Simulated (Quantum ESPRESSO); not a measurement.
# Simulated XPS, UPS and emission spectra of KF

What would valence photoemission of KF look like, and what sets its shape?

Calculated with Quantum ESPRESSO 7.5; DFT, PBE, plane waves, ultrasoft GBRV pseudopotentials, scalar-relativistic, in the first sound run; inputs show where later runs differ.

### 1. Starting point

It takes space group Fm-3m (No. 225, cubic). Conventional cell: a = 5.344 Å, b = 5.344 Å, c = 5.344 Å, α = 90.00°, β = 90.00°, γ = 90.00°. Nearest to K lie 6 F at 2.67 Å. Nearest to F lie 6 K at 2.67 Å. Farther neighbours and most contacts between anions are not listed.

### 2. The base run: self-consistent run

First the self-consistent run; potential, DOS and bands follow from it in later steps.

scf.in reads:

```
&control
  calculation = 'scf'
  prefix = 'pes'
  outdir = './tmp'
  pseudo_dir = './pp'
  tprnfor = .true.
  tstress = .true.
/
&system
  ibrav = 0
  nat = 2
  ntyp = 2
  ecutwfc = 40.0
  ecutrho = 200.0
  occupations = 'smearing'
  nbnd = 16
  smearing = 'fd'
  degauss = 0.00147
/
&electrons
  conv_thr = 1.2e-08
  mixing_beta = 0.5
  electron_maxstep = 120
/
ATOMIC_SPECIES
K 39.0983 k_pbe_v1.4.uspp.F.UPF
F 18.9984 f_pbe_v1.4.uspp.F.UPF
CELL_PARAMETERS angstrom
 0.000000000 2.671850000 2.671850000
 2.671850000 0.000000000 2.671850000
 2.671850000 2.671850000 0.000000000
ATOMIC_POSITIONS crystal
K 0.000000000 0.000000000 0.000000000
F 0.500000000 0.500000000 0.500000000
K_POINTS automatic
10 10 10 0 0 0
```

The run is started by

```
OMP_NUM_THREADS=1 mpirun -n 4 pw.x -nk 4 -in scf.in > scf.out
```

What it wrote:

```text
Program PWSCF v.7.5 starts

     This program is part of the open-source Quantum ESPRESSO suite
     for quantum simulation of materials; please cite
         "P. Giannozzi et al., J. Phys.:Condens. Matter 21 395502 (2009);
         "P. Giannozzi et al., J. Phys.:Condens. Matter 29 465901 (2017);
         "P. Giannozzi et al., J. Chem. Phys. 152 154105 (2020);
          URL
     in publications or presentations arising from this work. More details at

     Parallel version (MPI & OpenMP), running on       4 processor cores
     Number of MPI processes:                 4
     Threads/MPI process:                     1

     MPI processes distributed on     1 nodes
     321837 MiB available memory on the printing compute node when the environment starts

     Current dimensions of program PWSCF are:
     Max number of different atomic species (ntypx) = 10
     Max number of k-points (npk) =  40000
     Max angular momentum in pseudopotentials (lmaxx) =  4
     Message from routine setup:
     using ibrav=0 with symmetry is DISCOURAGED, use correct ibrav instead

     K-points division:     npool     =       4
     Subspace diagonalization in iterative solution of the eigenvalue problem:
     a serial algorithm will be used

     G-vector sticks info
     --------------------
     sticks:   dense  smooth     PW     G-vecs:    dense   smooth      PW
     Sum         703     559    187                12339     8801    1591

     Using Slab Decomposition

     bravais-lattice index     =            0
     lattice parameter (alat)  =       7.1405  a.u.
     unit-cell volume          =     257.4322 (a.u.)^3
     number of atoms/cell      =            2
     number of atomic types    =            2
     number of electrons       =        16.00
     number of Kohn-Sham states=           16
     kinetic-energy cutoff     =      40.0000  Ry
     charge density cutoff     =     200.0000  Ry
     scf convergence threshold =      1.2E-08
     mixing beta               =       0.5000
     number of iterations used =            8  plain     mixing
     Exchange-correlation=  SLA  PW   PBX  PBC
                           (   1   4   3   4   0   0   0)

     celldm(1)=   7.140456  celldm(2)=   0.000000  celldm(3)=   0.000000
     celldm(4)=   0.000000  celldm(5)=   0.000000  celldm(6)=   0.000000

     crystal axes: (cart. coord. in units of alat)
               a(1) = (   0.000000   0.707107   0.707107 )
               a(2) = (   0.707107   0.000000   0.707107 )
               a(3) = (   0.707107   0.707107   0.000000 )

     reciprocal axes: (cart. coord. in units 2 pi/alat)
               b(1) = ( -0.707107  0.707107  0.707107 )
               b(2) = (  0.707107 -0.707107  0.707107 )
               b(3) = (  0.707107  0.707107 -0.707107 )

     PseudoPot. # 1 for K  read from file:
     ./pp/k_pbe_v1.4.uspp.F.UPF
     Pseudo is Ultrasoft + core correction, Zval =  9.0
     Generated by new atomic code, or converted to UPF format
     Using radial grid of  841 points,  6 beta functions with:
                l(1) =   0
                l(2) =   0
                l(3) =   1
                l(4) =   1
                l(5) =   2
                l(6) =   2
     Q(r) pseudized with  6 coefficients,  rinner =    1.500   1.500   1.500
                                                       1.500   1.500

     PseudoPot. # 2 for F  read from file:
     ./pp/f_pbe_v1.4.uspp.F.UPF
     Pseudo is Ultrasoft, Zval =  7.0
     Generated by new atomic code, or converted to UPF format
     Using radial grid of  799 points,  4 beta functions with:
                l(1) =   0
                l(2) =   0
                l(3) =   1
                l(4) =   1
     Q(r) pseudized with  8 coefficients,  rinner =    0.950   0.950   0.950

     atomic species   valence    mass     pseudopotential
     K                 9.00    39.09830     K ( 1.00)
     F                 7.00    18.99840     F ( 1.00)

     48 Sym. Ops., with inversion, found

   Cartesian axes

     site n.     atom                  positions (alat units)
         1        K      tau(   1) = (   0.0000000   0.0000000   0.0000000  )
         2        F      tau(   2) = (   0.7071068   0.7071068   0.7071068  )

     number of k points=    47  Fermi-Dirac smearing, width (Ry)=  0.0015
                       cart. coord. in units 2pi/alat
        k(    1) = (   0.0000000   0.0000000   0.0000000), wk =   0.0020000
        k(    2) = (   0.0707107   0.0707107  -0.0707107), wk =   0.0160000
        k(    3) = (   0.1414214   0.1414214  -0.1414214), wk =   0.0160000
        k(    4) = (   0.2121320   0.2121320  -0.2121320), wk =   0.0160000
        k(    5) = (   0.2828427   0.2828427  -0.2828427), wk =   0.0160000
        k(    6) = (  -0.3535534  -0.3535534   0.3535534), wk =   0.0080000
        k(    7) = (   0.1414214  -0.0000000   0.0000000), wk =   0.0120000
        k(    8) = (   0.2121320   0.0707107  -0.0707107), wk =   0.0480000
        k(    9) = (   0.2828427   0.1414214  -0.1414214), wk =   0.0480000
        k(   10) = (   0.3535534   0.2121320  -0.2121320), wk =   0.0480000
        k(   11) = (  -0.2828427  -0.4242641   0.4242641), wk =   0.0480000
        k(   12) = (  -0.2121320  -0.3535534   0.3535534), wk =   0.0480000
        k(   13) = (  -0.1414214  -0.2828427   0.2828427), wk =   0.0480000
        k(   14) = (  -0.0707107  -0.2121320   0.2121320), wk =   0.0480000
        k(   15) = (   0.0000000  -0.1414214   0.1414214), wk =   0.0240000
        k(   16) = (   0.2828427  -0.0000000   0.0000000), wk =   0.0120000
[...]
k(   40) = (   0.0000000  -0.2828427   0.4242641), wk =   0.0480000
        k(   41) = (  -0.1414214  -0.5656854   0.7071068), wk =   0.0480000
        k(   42) = (  -0.0707107  -0.4949747   0.6363961), wk =   0.0960000
        k(   43) = (  -0.0000000  -0.4242641   0.5656854), wk =   0.0480000
        k(   44) = (  -0.7071068   0.1414214   0.0000000), wk =   0.0240000
        k(   45) = (  -0.1414214  -0.4242641   0.7071068), wk =   0.0480000
        k(   46) = (  -0.0707107  -0.3535534   0.6363961), wk =   0.0480000
        k(   47) = (  -0.7071068   0.2828427   0.0000000), wk =   0.0240000

     Dense  grid:    12339 G-vectors     FFT dimensions: (  36,  36,  36)

     Smooth grid:     8801 G-vectors     FFT dimensions: (  30,  30,  30)

     Estimated max dynamical RAM per process >      24.41 MB

     Estimated total dynamical RAM >      88.61 MB

     Initial potential from superposition of free atoms

     starting charge      15.4966, renormalised to      16.0000
[...]
estimated scf accuracy    <       0.00000006 Ry

     iteration #  8     ecut=    40.00 Ry     beta= 0.50
     Davidson diagonalization with overlap
     ethr =  3.61E-10,  avg # of iterations =  4.1

     total cpu time spent up to now is        3.3 secs

     total energy              =    -105.84613290 Ry
     estimated scf accuracy    <       0.00000004 Ry

     iteration #  9     ecut=    40.00 Ry     beta= 0.50
     Davidson diagonalization with overlap
     ethr =  2.30E-10,  avg # of iterations =  2.0

     total cpu time spent up to now is        3.5 secs

     End of self-consistent calculation

          k = 0.0000 0.0000 0.0000 (  1067 PWs)   bands (ev):

   -24.6256 -17.1426  -7.8665  -7.8665  -7.8665   1.5109   1.5109   1.5109
     7.6853  12.2017  12.2017  12.2017  13.8386  13.8386  18.3853  25.8062

          k = 0.0707 0.0707-0.0707 (  1097 PWs)   bands (ev):

   -24.6168 -17.1508  -7.8946  -7.8712  -7.8712   1.4185   1.4764   1.4764
     7.9668  12.0320  12.3356  12.3356  13.9271  13.9271  18.8604  24.5130

          k = 0.1414 0.1414-0.1414 (  1098 PWs)   bands (ev):

   -24.5933 -17.1724  -7.9641  -7.8806  -7.8806   1.1985   1.3875   1.3875
     8.7176  11.7227  12.6945  12.6945  14.1980  14.1980  19.7979  22.8010

          k = 0.2121 0.2121-0.2121 (  1089 PWs)   bands (ev):

   -24.5641 -17.1994  -8.0487  -7.8917  -7.8917   0.9591   1.2805   1.2805
     9.6850  11.5741  13.1347  13.1347  14.6752  14.6752  19.4865  22.0157

          k = 0.2828 0.2828-0.2828 (  1101 PWs)   bands (ev):

   -24.5402 -17.2216  -8.1177  -7.9009  -7.9009   0.7840   1.1957   1.1957
    10.4050  11.8123  13.4573  13.4573  15.3173  15.3173  18.1615  20.5419

          k =-0.3536-0.3536 0.3536 (  1104 PWs)   bands (ev):

   -24.5311 -17.2301  -8.1428  -7.9048  -7.9048   0.7208   1.1637   1.1637
    10.5933  12.1141  13.5675  13.5675  15.6924  15.6924  17.5124  19.8839

          k = 0.1414-0.0000 0.0000 (  1098 PWs)   bands (ev):

   -24.6139 -17.1526  -7.8878  -7.8878  -7.8777   1.3415   1.4984   1.4984
     8.0482  11.8314  12.4587  12.4587  13.9364  13.9567  19.0170  24.4512

          k = 0.2121 0.0707-0.0707 (  1108 PWs)   bands (ev):

   -24.5956 -17.1675  -7.9443  -7.9080  -7.8852   1.1769   1.4364   1.4556
     8.6170  11.5136  12.7568  12.8085  14.1245  14.1338  19.8391  22.8789

          k = 0.2828 0.1414-0.1414 (  1094 PWs)   bands (ev):

[...]
k = 0.3536 0.2121-0.2121 (  1105 PWs)   bands (ev):

[...]
k =-0.2828-0.4243 0.4243 (  1105 PWs)   bands (ev):

[...]
k =-0.2121-0.3536 0.3536 (  1103 PWs)   bands (ev):

[...]
k =-0.1414-0.2828 0.2828 (  1101 PWs)   bands (ev):

[...]
k =-0.0707-0.2121 0.2121 (  1094 PWs)   bands (ev):

[...]
k = 0.0000-0.1414 0.1414 (  1109 PWs)   bands (ev):

[...]
k = 0.2828-0.0000 0.0000 (  1102 PWs)   bands (ev):

[...]
k = 0.3536 0.0707-0.0707 (  1089 PWs)   bands (ev):

[...]
k = 0.4243 0.1414-0.1414 (  1097 PWs)   bands (ev):

[...]
k =-0.2121-0.4950 0.4950 (  1103 PWs)   bands (ev):

[...]
k =-0.1414-0.4243 0.4243 (  1107 PWs)   bands (ev):

[...]
k =-0.0707-0.3536 0.3536 (  1109 PWs)   bands (ev):

[...]
k = 0.0000-0.2828 0.2828 (  1093 PWs)   bands (ev):

[...]
k = 0.4243 0.0000-0.0000 (  1094 PWs)   bands (ev):

[...]
k = 0.4950 0.0707-0.0707 (  1100 PWs)   bands (ev):

[...]
k =-0.1414-0.5657 0.5657 (  1102 PWs)   bands (ev):

[...]
k =-0.0707-0.4950 0.4950 (  1106 PWs)   bands (ev):

[...]
k =-0.0000-0.4243 0.4243 (  1113 PWs)   bands (ev):

[...]
k = 0.5657-0.0000 0.0000 (  1094 PWs)   bands (ev):

[...]
k =-0.0707-0.6364 0.6364 (  1106 PWs)   bands (ev):

[...]
k = 0.0000-0.5657 0.5657 (  1105 PWs)   bands (ev):

[...]
k =-0.7071 0.0000 0.0000 (  1106 PWs)   bands (ev):

[...]
k = 0.2828 0.1414 0.0000 (  1098 PWs)   bands (ev):

[...]
k = 0.3536 0.2121-0.0707 (  1093 PWs)   bands (ev):

[...]
k =-0.2828-0.4243 0.5657 (  1100 PWs)   bands (ev):

[...]
k =-0.2121-0.3536 0.4950 (  1108 PWs)   bands (ev):

[...]
k = 0.4243 0.1414-0.0000 (  1086 PWs)   bands (ev):

[...]
k =-0.2121-0.4950 0.6364 (  1093 PWs)   bands (ev):

[...]
k =-0.1414-0.4243 0.5657 (  1101 PWs)   bands (ev):

[...]
k =-0.0707-0.3536 0.4950 (  1102 PWs)   bands (ev):

[...]
k = 0.0000-0.2828 0.4243 (  1103 PWs)   bands (ev):

[...]
k =-0.1414-0.5657 0.7071 (  1094 PWs)   bands (ev):

[...]
k =-0.0707-0.4950 0.6364 (  1106 PWs)   bands (ev):

[...]
k =-0.0000-0.4243 0.5657 (  1104 PWs)   bands (ev):

[...]
k =-0.7071 0.1414 0.0000 (  1102 PWs)   bands (ev):

   -24.5095 -17.1685  -8.3935  -8.1117  -8.0365   1.3057   1.3325   1.4287
    10.0106  12.1017  12.7934  15.0392  15.6236  16.1069  16.8715  18.6961

          k =-0.1414-0.4243 0.7071 (  1099 PWs)   bands (ev):

   -24.5142 -17.1896  -8.2378  -8.1755  -7.9576   1.0833   1.2621   1.3756
    10.8662  11.4326  12.8738  14.9211  15.0581  16.3119  17.1499  18.5130

          k =-0.0707-0.3536 0.6364 (  1104 PWs)   bands (ev):

   -24.5099 -17.1887  -8.2403  -8.2222  -7.9543   1.0821   1.3205   1.3303
    11.1910  11.3153  12.8021  14.8847  15.3261  16.3549  17.2483  18.0763

          k =-0.7071 0.2828 0.0000 (  1104 PWs)   bands (ev):

   -24.5079 -17.1820  -8.3077  -8.1999  -7.9678   1.1397   1.3278   1.3736
    10.7631  11.7820  12.6114  14.9165  15.6282  16.4440  17.0317  17.9690

     the Fermi energy is     6.9443 ev

!    total energy              =    -105.84613290 Ry
     estimated scf accuracy    <          1.2E-09 Ry
     smearing contrib. (-TS)   =       0.00000000 Ry
     internal energy E=F+TS    =    -105.84613290 Ry

     The total energy is F=E-TS. E is the sum of the following terms:
     one-electron contribution =     -43.86240727 Ry
     hartree contribution      =      29.19990825 Ry
     xc contribution           =     -18.56242081 Ry
     ewald contribution        =     -72.62121306 Ry

     convergence has been achieved in   9 iterations

     Forces acting on atoms (cartesian axes, Ry/au):

     atom    1 type  1   force =     0.00000000    0.00000000    0.00000000
     atom    2 type  2   force =    -0.00000000   -0.00000000   -0.00000000

     Total force =     0.000000     Total SCF correction =     0.000000

     Computing stress (Cartesian axis) and pressure

          total   stress  (Ry/bohr**3)                   (kbar)     P=        1.23
   0.00000833  -0.00000000   0.00000000            1.23       -0.00        0.00
  -0.00000000   0.00000833   0.00000000           -0.00        1.23        0.00
  -0.00000000   0.00000000   0.00000833           -0.00        0.00        1.23

     XML data file, charge density, pseudopotentials, collected wavefunctions

     Called by init_run:

     Called by electrons:

     Called by c_bands:

     Called by *egterg:

     Called by h_psi:
                                        0.00s GPU  (     574 calls)

     General routines

     Parallel routines

=------------------------------------------------------------------------------=
   JOB DONE.
=------------------------------------------------------------------------------=
```

Elapsed: 4.3 s, on 4 MPI ranks of Intel Xeon Platinum 8559C (Emerald Rapids), shared host.

Numbers from this step:

- free energy: -1440.1100 eV
- Fermi energy: 6.944 eV
- pressure: 0.123 GPa
- gap on the k-mesh: 6.174 eV

At this level the gap is 6.17 eV on the k-mesh of the self-consistent run, which can miss the band edges.

(Continued in part 2 of 13.)

[Logs are printed without paths, hosts, clocks, repeated set-up lines and the standing remarks that a program may print on its own settings, such as how far it seeks lower states.]

[Hosts, paths, dates, database ids (printed as entryN), source tags and the programs' standing remarks are cut or masked in the printed files.]

[Maps of the electrostatic potential energy from Ansatz leave out the sawtooth potential of an applied field or a dipole correction, so their vacuum need not be flat; work functions include it.]

[Peak lists hold at most the 14 tallest peaks of each spectrum; further lines can be left out.]
